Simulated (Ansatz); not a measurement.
# Si: what a guessed cell relaxes into

The task: take a trial cell of Si to zero force and stress.

Program: Ansatz 0.2.0. Level of theory: DFT PBE, scalar-relativistic, plane waves, PAW. These are calculated values, not measurements.

### Step 1. The structure to begin with

It takes space group Fddd (No. 70, orthorhombic). Conventional cell: a = 3.253 Å, b = 6.739 Å, c = 10.869 Å, α = 90.00°, β = 90.00°, γ = 90.00°. Si (site symmetry 2) has 4 Si at 2.19 to 2.25 Å as nearest neighbours.

Coordinates:

```xyz
4
Lattice="0.0000 3.3697 5.4345 1.6264 0.0000 5.4345 1.6264 3.3697 0.0000" Properties=species:S:1:pos:R:3 pbc="T T T"
Si    1.6264    3.3697    8.8835
Si    0.8132    1.6849    0.7318
Si    1.6264    3.3697    1.9854
Si    0.8132    1.6849    4.7027
```

Recipe of the guess: 4-connected net of one element (Fddd, No. 70). Its size is a rough estimate.

### Step 2. A first look at the guess

Contents of input.yaml:

```yaml
crystal:
  lattice:
    - [0.0, 3.3697117, 5.43447241]
    - [1.62637549, 0.0, 5.43447241]
    - [1.62637549, 3.3697117, 0.0]
  atoms:
    - { symbol: Si, position: [0.81733054, 0.81733054, 0.18266946] }
    - { symbol: Si, position: [0.06733054, 0.06733054, 0.43266946] }
    - { symbol: Si, position: [0.18266946, 0.18266946, 0.81733054] }
    - { symbol: Si, position: [0.43266946, 0.43266946, 0.06733054] }
basis:
  ecutwfc: 420
kpoints:
  mp_grid: { grid: [6, 6, 6] }
hamiltonian:
  xc: pbe
scf:
  occupations: { method: gaussian, width: 0.1 }
  lower_state_search: "off"
output:
  forces: true
  stress: true
  eigenvalues: true
```

The run is started by

```
$ ansatz run input.yaml --threads 1 --pin off --max-ram 2560MiB --backend cpu --events-out ev --progress --plain --runs-dir out
```

Further runs follow: a loose first relaxation; final relaxation.

What does the calculation give? Wanted: conventional cell; volume; energy over the standard state; gap on the mesh.

The runs gave:

| quantity | value |
| --- | --- |
| symmetry at the end (tolerance 0.05 Å) | space group Fddd (No. 70) |
| conventional cell | a = 3.693 Å, b = 7.188 Å, c = 11.187 Å, α = 90.00°, β = 90.00°, γ = 90.00° |
| volume | 18.56 Å³/atom |
| energy over the standard state | +0.26 eV/atom |
| gap on the mesh | none (metal) |

The space group Fddd (No. 70) is kept, and the volume per atom grows by 24.6 % from the first guess. It lies above the element's standard state, so it is metastable at best. No finished test with a distortion of lower symmetry is shown, so the end may be a saddle point.
